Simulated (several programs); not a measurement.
# Many methods on one cell: PbO (NiAs type)

PbO (NiAs type), relaxed with r2SCAN in Ansatz, was computed with several methods. It is hexagonal, P6_3/mmc (No. 194); a = 3.566 Å, c = 6.470 Å in the conventional setting, 17.82 Å³ an atom. Around Pb lie 6 O at 2.62 Å; around O lie 6 Pb at 2.62 Å. These are computed values for a spin-unpolarised cell that may be hypothetical; none is a measurement.

```cif
data_structure
_symmetry_space_group_name_H-M 'P 1'
_symmetry_Int_Tables_number 1
_cell_length_a 3.5665
_cell_length_b 3.5665
_cell_length_c 6.4701
_cell_angle_alpha 90.000
_cell_angle_beta 90.000
_cell_angle_gamma 120.000
_cell_volume 71.27
loop_
_atom_site_label
_atom_site_type_symbol
_atom_site_fract_x
_atom_site_fract_y
_atom_site_fract_z
_atom_site_occupancy
Pb1 Pb 0.00000 0.00000 0.00000 1
Pb2 Pb 0.00000 0.00000 0.50000 1
O1 O 0.33333 0.66667 0.25000 1
O2 O 0.66667 0.33333 0.75000 1
```

Gaps and times are for a single point on this cell; volume and bulk modulus come from each method's own relaxation or energy curve at fixed shape, which is too stiff where a cell has free coordinates or axes. Times are rough, from shared hosts (Arm Neoverse V2), and each method has its own mesh and cell size. A double dagger marks a value from a curve with shape and coordinates held. PM6 (MOPAC), PM7 (MOPAC), GFN1-xTB (tblite), GFN2-xTB (tblite) treat a cluster of cells at its zone centre, which samples few k points: where these miss a band edge, the gap comes out too large for that reason alone. Gaps from k meshes are read at a limited set of points (mesh, symmetry points, PBE's band edges), so each method's own least gap may be somewhat smaller. xTB and the PM methods were fitted mostly to molecules, and can miss a solid's gap by electronvolts. Minimal bases can be far off for gaps. Times of the plane-wave ladder aren't listed, since it ran on unlike processors and cards. Curves at held shape can't give the bulk modulus of a layered or molecular crystal, so none is listed. d marks a direct gap, i an indirect one (no mark: not told apart), a dash a value that wasn't computed or didn't pass its checks.

```csv
method,kind,gap (eV),own volume (Å³/atom),bulk modulus (GPa),atoms computed,processor time
PBEsol,semilocal,–,17.46,–,4,–
light PBE (260 eV and a coarse mesh),light plane-wave,overlap 0.30,–,–,4,1.1 s
GFN1-xTB (tblite),tight binding,0.89,16.88‡,–,cluster,1.2 s
PM7 (MOPAC),semi-empirical,6.89,–,–,cluster,3.3 s
GFN2-xTB (tblite),tight binding,0.12,17.72‡,–,cluster,3.9 s
PBE,semilocal,overlap 0.35,18.38,–,4,–
PBE/SZV (CP2K),small basis,overlap 0.48,18.98‡,–,4,7.5 s
PM6 (MOPAC),semi-empirical,6.25,–,–,cluster,7.8 s
LDA,semilocal,overlap 0.36,16.92,–,4,–
r2SCAN,semilocal,overlap 0.15,17.82,–,4,–
PBE/single zeta (GPAW),small basis,overlap 0.40,–,–,4,15 s
PBE/DZVP (CP2K),small basis,overlap 0.38,18.46‡,–,4,15 s
PBE+SOC,semilocal,overlap 0.32,–,–,4,–
HSE06,hybrid,0.08 i,17.80,–,4,–
HSE06+SOC,hybrid,overlap 0.06,–,–,4,–
```

Volumes against r2SCAN's: PBEsol -2.0 %, PBE +3.1 %, LDA -5.0 %, HSE06 -0.1 %.

With PBE and r2SCAN the bands overlap or touch, or nearly. Semilocal functionals can close a real gap, so this doesn't show a metal; small gaps of other methods may in turn close between the points read or with spin-orbit coupling, and the solid may be a semimetal.

Only the rows marked +SOC include spin-orbit coupling.
